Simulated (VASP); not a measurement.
Input of a VASP 6.6.1 run:

Contents of POSCAR:

```
BAs
1.0
    0.0000000000      2.3711456976      2.3711456976
    2.3711456976      0.0000000000      2.3711456976
    2.3711456976      2.3711456976      0.0000000000
  B               As
     1     1
Direct
     0.0000000000000000    0.0000000000000000    0.0000000000000000
     0.2500000000000000    0.2500000000000000    0.2500000000000000
```

INCAR.step1

```
SYSTEM = BAs
PREC = Accurate ; ENCUT = 600
EDIFF = 1E-8 ; ISMEAR = 0
SIGMA = 0.03 ; LREAL = .False.
LASPH = .True. ; NELM = 80
ALGO = Normal ; ISIF = 3
LWAVE = .False. ; LCHARG = .False.
GGA = CA ; IBRION = 2
NSW = 40 ; EDIFFG = -0.002
```

Contents of INCAR.step2:

```
SYSTEM = BAs
PREC = Accurate ; ENCUT = 600
EDIFF = 1E-8 ; ISMEAR = 0
SIGMA = 0.03 ; LREAL = .False.
LASPH = .True. ; NELM = 80
ALGO = Normal ; ISIF = 2
LWAVE = .False. ; LCHARG = .False.
GGA = CA ; IBRION = 6
NFREE = 2 ; POTIM = 0.015
NSW = 1
```

KPOINTS

```
Automatic mesh
0
Gamma
  10 10 10
  0 0 0
```

Potentials or basis: VASP PAW LDA potentials, release 64 (B, As).

Launch:

```bash
$ cat potpaw_LDA.64/B/POTCAR potpaw_LDA.64/As/POTCAR > POTCAR
$ cp INCAR.step1 INCAR
$ mpirun -np 1 vasp_std > vasp.out
$ cp CONTCAR POSCAR
$ cp INCAR.step2 INCAR
$ mpirun -np 1 vasp_std > vasp.out
```

(1) Estimate the highest phonon frequency at Γ, LO-TO splitting left out.

Results:

(1) 700 cm⁻¹.
